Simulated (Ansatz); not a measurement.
# NaH: the band gap up the ladder of functionals

The task here is to estimate one member of a computed series from the others.

Code: Ansatz 0.2.0. PAW datasets, plane waves. (Simulation; spin polarisation is off.)

## Starting point

The cell was relaxed beforehand with r2SCAN.

The symmetry is Fm-3m (No. 225, cubic); a = 4.795 Å in the conventional setting, 13.78 Å³ an atom. Na has 6 H at 2.40 Å; H has 6 Na at 2.40 Å.

The structure in full:

```
CELL_PARAMETERS angstrom
0.00000 2.39751 2.39751
2.39751 0.00000 2.39751
2.39751 2.39751 0.00000
ATOMIC_POSITIONS crystal
Na 0.00000 0.00000 0.00000
H 0.50000 0.50000 0.50000
```

The first run:

Input file input.yaml:

```yaml
crystal:
  lattice:
    - [0.0, 2.3975116441, 2.3975116441]
    - [2.3975116441, 0.0, 2.3975116441]
    - [2.3975116441, 2.3975116441, 0.0]
  atoms:
    - { symbol: Na, position: [0.0, 0.0, 0.0] }
    - { symbol: H, position: [0.5, 0.5, 0.5] }
kpoints:
  mp_grid: { grid: [10, 10, 10] }
  band_path:
    path:
      - [[0.0, 0.0, 0.0], [0.5, 1.328296998447e-35, 0.5], [0.625, 0.25, 0.625]]
      - [[0.375, 0.375, 0.75], [0.0, 0.0, 0.0], [0.5, 0.5, 0.5], [0.5, 0.25, 0.75], [0.5, 1.328296998447e-35, 0.5]]
    npoints: 10
hamiltonian:
  xc: pbe
scf:
  occupations: { method: fermi_dirac, width: 0.02 }
  n_extra_bands: 4
output:
  forces: true
  stress: true
  eigenvalues: true
  write_density: true
  write_potential: true
  elf: true
  volumetric_format: npy
```

The run is started by

```
ansatz run input.yaml --threads 1 --pin off --max-ram 2304MiB --backend cpu --events-out ev --progress --plain --runs-dir out
```

Among the steps run: PBE band path; r2SCAN; HSE06; PBE0; LDA at the same geometry; Quasiparticle levels, G0W0@PBE; G0W0 on PBE; DDH-PBE0 at the same geometry; r2SCANh at the same geometry; Single point with Hartree-Fock.

One table of the session follows, with a row left open; its other results are not shown here.

| level | gap (eV) |
| --- | --- |
| PBE | 3.80 |
| r2SCAN | 4.40 |
| HSE06 | 4.85 |
| PBE0 | 5.58 |
| LDA | 3.44 |
| G0W0@PBE (82 empty bands) | 5.97 |
| G0W0@PBE (204 empty bands) | 6.05 |
| DDH-PBE0 | 6.08 |
| r2SCANh | ? |
| Hartree-Fock | 11.70 |

**Question.** Estimate the row for r2SCANh.

As computed: gap (eV): 5.02. In the column «gap (eV)» it lies between HSE06 (4.85) and PBE0 (5.58).

Meshes: PBE 10×10×10, r2SCAN 10×10×10, HSE06 6×6×6, PBE0 6×6×6, LDA 10×10×10, DDH-PBE0 6×6×6, r2SCANh 6×6×6, Hartree-Fock 6×6×6

Against G0W0@PBE, PBE is short by 2.25 eV, at 63 % of it, and r2SCAN 73 %. PBE0 lies 0.73 eV above HSE06, which differs from it by screening the long-range exchange. Hartree-Fock lies above G0W0@PBE by 5.7 eV. G0W0 values are finite-basis, finite-mesh values.

To keep in mind: Warnings in the runs' records: stress exchange threshold loose, stress scf threshold loose.
